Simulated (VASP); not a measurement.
## Os: single point with LDA

Crystal: Os.

```xyz
1
Lattice="0.0000 1.9012 1.9012 1.9012 0.0000 1.9012 1.9012 1.9012 0.0000" Properties=species:S:1:pos:R:3 pbc="T T T"
Os    0.0000    0.0000    0.0000
```

This isn't the form of Os at room conditions, which is hcp.

- Program: VASP 6.6.1
- Task: single point
- Functional: LDA
- Potentials or basis: VASP PAW LDA potentials, release 64 (Os)
- Cutoff: 520 eV
- k mesh: 8 × 8 × 8
- Occupations: gaussian, width 0.1 eV
- Spin: no spin polarisation

- Pressure: 0.9 GPa
- Band gap on the k mesh: none (metal or under the smearing width)

Levels at points of the mesh, in eV from the Fermi level:
| k point | band 2 | band 3 | band 4 | band 5 | band 6 | band 7 |
| --- | --- | --- | --- | --- | --- | --- |
| (0.00, 0.00, 0.00) | -2.89 | -2.89 | -2.89 | 0.24 | 0.24 | 14.54 |
| (0.50, 0.00, 0.00) | -3.06 | -3.06 | 0.09 | 2.74 | 2.74 | 9.48 |
| (0.50, 0.50, 0.00) | -6.84 | 2.70 | 2.73 | 3.45 | 3.45 | 12.66 |

Wall time 1.8 s on 1 thread of Intel(R) Xeon(R) 6975P-C (Granite Rapids) (shared host), peak memory 0.12 GiB.

Spin-orbit coupling is left out, which matters for the levels of Os.
